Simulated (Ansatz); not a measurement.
Here is an Ansatz 0.2.0 calculation.

Contents of input.yaml:

```yaml
crystal:
  lattice:
    - [-1.527139, 1.561731, 1.526905]
    - [1.486471, -1.658779, 1.583285]
    - [1.565847, 1.697488, -1.623953]
  atoms:
    - { symbol: Zn, position: [0.01976, -0.004689, 0.010934] }
kpoints:
  mp_grid: { grid: [12, 12, 12] }
scf:
  occupations: { method: fermi_dirac, width: 0.05 }
hamiltonian:
  xc: pbe
  pseudopotentials: { kind: all_electron, lapw: { basis_error: 0.001 } }
output:
  forces: true
  stress: true
  eigenvalues: true
  populations: true
```

Potentials or basis: all-electron LAPW, scalar-relativistic.

Launch:

```bash
$ ansatz run input.yaml --threads 1 --pin off --max-ram 2560MiB --backend cpu --events-out ev --progress --plain --runs-dir out
```

Q: Estimate the band gap on the k mesh.

A: None (metal or under the smearing width).

Q: Estimate the pressure.

A: -0.1 GPa.

Stress tensor (GPa, compression positive):
```
-1.24  0.55  0.24
 0.55  0.56 -1.23
 0.24 -1.23  0.39
```
